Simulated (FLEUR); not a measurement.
# Al2Ru (I4/mmm) in FLEUR: single point with PBEsol

Aim: the single point of Al2Ru with PBEsol.

All numbers are computed with FLEUR MaX-R8.1 (later development tree); they aren't measurements. Logs are shortened: lines on timing, memory, paths and dates and some standing lists are left out, and cuts for length are marked.

## Step 1: Starting point

It takes space group I4/mmm (No. 139, tetragonal). The conventional cell has a = 3.121 Å, b = 3.121 Å, c = 8.444 Å, α = 90.00°, β = 90.00°, γ = 90.00°. Around Ru (site symmetry 4/mmm) lie 10 Al at 2.58 to 2.88 Å. Al (site symmetry 4mm) has 5 Ru at 2.58 to 2.88 Å and 5 Al at 2.69 Å as nearest neighbours.

The cell comes from a database or a generator and needn't be the stable form of this composition.

## Step 2: Single point, PBEsol

inp.xml

```xml
<?xml version="1.0" encoding="UTF-8" standalone="no"?>
<fleurInput fleurInputVersion="0.39">
   <comment>
      Al2Ru                                                                                               
   </comment>
   <calculationSetup>
      <cutoffs Kmax="5.21" Gmax="16.2" GmaxXC="16.2" numbands="0"/>
      <scfLoop itmax="60" minDistance="0.00001" maxIterBroyd="15" imix="Anderson" alpha="0.05" precondParam="0.0" spinf="2.0" sdNocoIR="T"/>
      <coreElectrons ctail="T" frcor="F" kcrel="0" coretail_lmax="0"/>
      <xcFunctional name="PBEs" relativisticCorrections="F"/>
      <magnetism jspins="1"/>
      <soc l_soc="F" theta="0.0" phi="0.0" spav="F"/>
      <expertModes spex="0" secvar="F"/>
      <geometryOptimization l_f="T" forcealpha="1.0" forcemix="BFGS" epsdisp="0.0005" epsforce="0.0002"/>
      <ldaU l_linMix="F" mixParam="0.05" spinf="1.0"/>
   </calculationSetup>
   <cell>
      <bzIntegration valenceElectrons="38.0" mode="hist" fermiSmearingEnergy="0.00183747">
         <kPointListSelection listName="default-1"/>
         <!-- k-points included here -->
         <xi:include xmlns:xi="http://www.w3.org/2001/XInclude" href="kpts.xml"> </xi:include>
      </bzIntegration>
      <!-- symmetry operations included here -->
      <xi:include xmlns:xi="http://www.w3.org/2001/XInclude" href="sym.xml"> </xi:include>
      <bulkLattice scale="1.0">
         <bravaisMatrix>
            <row-1>   -2.9487695007046537     2.9487695007046537     7.9780563164053158</row-1>
            <row-2>    2.9487695007046537    -2.9487695007046537     7.9780563164053158</row-2>
            <row-3>    2.9487695007046537     2.9487695007046537    -7.9780563164053158</row-3>
         </bravaisMatrix>
      </bulkLattice>
   </cell>
   <atomSpecies>
      <species name="Ruthenium (Ru)" element="Ru" atomicNumber="44">
         <mtSphere radius="2.51" gridPoints="853" logIncrement="0.015"/>
         <atomicCutoffs lmax="10" lnonsphr="10"/>
         <electronConfig flipSpins="F">
            <coreConfig>(1s1/2) (2s1/2) (2p1/2) (2p3/2) (3s1/2) (3p1/2) (3p3/2) (3d3/2) (3d5/2)</coreConfig>
            <valenceConfig>(4s1/2) (4p1/2) (4p3/2) (5s1/2) (4d3/2) (4d5/2)</valenceConfig>
            <stateOccupation state="(5s1/2)" spinUp="0.500000" spinDown="0.500000"/>
            <stateOccupation state="(4d3/2)" spinUp="1.400000" spinDown="1.400000"/>
            <stateOccupation state="(4d5/2)" spinUp="2.100000" spinDown="2.100000"/>
         </electronConfig>
         <energyParameters s="5" p="5" d="4" f="4"/>
         <lo type="SCLO" l="0" n="4" eDeriv="0"/>
         <lo type="SCLO" l="1" n="4" eDeriv="0"/>
         <lo type="SCLO" l="1" n="4" eDeriv="1"/>
         <lo type="SCLO" l="2" n="4" eDeriv="2"/>
         <lo type="SCLO" l="3" n="4" eDeriv="2"/>
      </species>
      <species name="Aluminum (Al)" element="Al" atomicNumber="13">
         <mtSphere radius="1.88" gridPoints="641" logIncrement="0.018"/>
         <atomicCutoffs lmax="8" lnonsphr="8"/>
         <electronConfig flipSpins="F">
            <coreConfig>(1s1/2)</coreConfig>
            <valenceConfig>(2s1/2) (2p1/2) (2p3/2) (3s1/2) (3p1/2) (3p3/2)</valenceConfig>
            <stateOccupation state="(3p1/2)" spinUp="0.166667" spinDown="0.166667"/>
            <stateOccupation state="(3p3/2)" spinUp="0.333333" spinDown="0.333333"/>
         </electronConfig>
         <energyParameters s="3" p="3" d="3" f="4"/>
         <lo type="SCLO" l="0" n="2" eDeriv="0"/>
         <lo type="SCLO" l="1" n="2" eDeriv="0"/>
         <lo type="SCLO" l="2" n="3" eDeriv="2"/>
         <lo type="SCLO" l="3" n="4" eDeriv="2"/>
      </species>
   </atomSpecies>
   <atomGroups>
      <atomGroup species="Ruthenium (Ru)">
         <relPos label="                   1">.0000000000 .0000000000 .0000000000</relPos>
         <force calculate="T" relaxXYZ="TTT"/>
      </atomGroup>
      <atomGroup species="Aluminum (Al)">
         <relPos label="                   2">.3407978100 .3407978100 .0000000000</relPos>
         <relPos label="                   3">-.3407978100 -.3407978100 .0000000000</relPos>
         <force calculate="T" relaxXYZ="TTT"/>
      </atomGroup>
   </atomGroups>
   <output dos="F" band="F" slice="F">
      <checks vchk="F" cdinf="F"/>
      <bandDOS minEnergy="-.5*Htr" maxEnergy="0.5*Htr" sigma="0.015" storeEVData="T"/>
      <vacuumDOS vacdos="F" integ="F" star="F" nstars="0" locx1="0.0" locy1="0.0" locx2="0.0" locy2="0.0" nstm="0" tworkf="0.0"/>
      <unfoldingBand unfoldBand="F" supercellX="1" supercellY="1" supercellZ="1"/>
      <plotting iplot="0" polar="F">
         <plot TwoD="T" vec1="  1.0  0.0  0.0" vec2="  0.0  1.0  0.0" vec3="  0.0  0.0  1.0" zero="  0.0  0.0  0.0" file="plot"/>
      </plotting>
      <chargeDensitySlicing numkpt="0" minEigenval="0.0" maxEigenval="0.0" nnne="0" pallst="F"/>
      <specialOutput eonly="F"/>
      <moessbauerParams electricFieldGradient="T" isomerShift="T" coreHyperfine="T" valenceHyperfine="T"/>
      <magneticCircularDichroism mcd="F" energyLo="-10.0" energyUp="0.0"/>
   </output>
  <!-- We include the file relax.xml here to enable relaxations (see documentation) -->
  <xi:include xmlns:xi="http://www.w3.org/2001/XInclude" href="relax.xml"> <xi:fallback/> </xi:include>
</fleurInput>
```

crystal.txt

```
Al2Ru
&input cartesian=F /
-1.5604216200  1.5604216200  4.2218055900
1.5604216200  -1.5604216200  4.2218055900
1.5604216200  1.5604216200  -4.2218055900
1.8897261246
1.0 1.0 1.0

3
44 0.0000000000  0.0000000000  0.0000000000
13 0.3407978100  0.3407978100  0.0000000000
13 0.6592021900  0.6592021900  0.0000000000

&kpt div1=12 div2=12 div3=12 gamma=T /
```

Potentials or basis: all-electron, FLAPW.

Started as:

```bash
> inpgen -f crystal.txt -profile fastHighL
> # inp.xml edited to the form shown
> fleur_MPI
```

What it wrote:

```text
Welcome to FLEUR        (www.flapw.de)
      MaX-Release 8.1          (www.max-centre.eu)

 ========== k-point set info ==========
 Selected k-point list: default-1
 k-point list type: mesh
 12 x 12 x 12
 Number of k points: 163

 ------------Calculation Setup---------------------------
 Number of MPI-tasks      :            1
 Number of PE/node        :            1
 Number of OMP-threads    :            1
 Most efficient MPI parallelization for:
           1         163
 Additional eigenvalue parallelization possible
 Number of basis functions:          782
 Approximate size of matrices (H+S) per k-point:         0.009 GB
 --------------------------------------------------------
 Iteration:     1   Distance:      15.16918635 me/bohr^3
 Iteration:     2   Distance:      12.65773882 me/bohr^3
 Iteration:     3   Distance:       6.08151307 me/bohr^3
 Iteration:     4   Distance:       4.34161648 me/bohr^3
 Iteration:     5   Distance:       1.83959239 me/bohr^3
 Iteration:     6   Distance:       0.49500532 me/bohr^3
 Iteration:     7   Distance:       0.60178071 me/bohr^3
 Iteration:     8   Distance:       0.06689246 me/bohr^3
 Iteration:     9   Distance:       0.05825917 me/bohr^3
 Iteration:    10   Distance:       0.00846257 me/bohr^3
 Iteration:    11   Distance:       0.01534557 me/bohr^3
 Iteration:    12   Distance:       0.00111109 me/bohr^3
 Iteration:    13   Distance:       0.00025596 me/bohr^3
 Iteration:    14   Distance:       0.00016963 me/bohr^3
 Iteration:    15   Distance:       0.00001024 me/bohr^3
 Iteration:    16   Distance:       0.00000926 me/bohr^3
 Reset of history

 ********************************************************************
 Run finished successfully
 Stop message:
   Structural relaxation: new displacements generated
 ********************************************************************
```

Run time: 13 min. Hardware: 1 thread of AMD EPYC 7R43 (Zen 3), shared host; peak memory 0.12 GiB.

What came out:

* Free energy: -136447.1595 eV
* Largest force: 0.044 eV/Å
* Band gap on the k mesh: none (metal or under the smearing width)
* Valence electrons inside the program's atomic spheres: Ru 14.90; Al 8.75 (radii Ru 2.51, Al 1.88 bohr)

Forces in eV/Å, atoms in the order of the input:
```
Ru   0.000  0.000  0.000
Al   0.000  0.000  0.044
Al   0.000  0.000 -0.044
```

Levels at points of the mesh, in eV from the Fermi level:
| k point | band 16 | band 17 | band 18 | band 19 | band 20 | band 21 | band 22 | band 23 |
| --- | --- | --- | --- | --- | --- | --- | --- | --- |
| (0.00, 0.00, 0.00) | -1.98 | -1.98 | -1.97 | -0.94 | 2.41 | 4.69 | 6.12 | 6.12 |
| (0.00, 0.00, 0.50) | -3.41 | -3.07 | -1.26 | -0.33 | 0.29 | 1.85 | 2.02 | 4.80 |
| (0.00, 0.50, 0.00) | -2.92 | -2.74 | -2.54 | -1.41 | 0.59 | 3.07 | 5.12 | 7.01 |
| (0.50, 0.50, 0.50) | -2.61 | -1.54 | -1.54 | -0.91 | 3.16 | 3.16 | 6.32 | 6.46 |

Core levels (eV from the Fermi level):
```tsv
atom	levels
1 Ru	1s1/2 -21909.5, 2s1/2 -3146.7, 2p1/2 -2907.8, 2p3/2 -2777.0, 3s1/2 -550.9, 3p1/2 -458.3, 3p3/2 -436.1, 3d3/2 -272.0, 3d5/2 -267.6
2 Al	1s1/2 -1502.2
3 Al	1s1/2 -1502.2
```
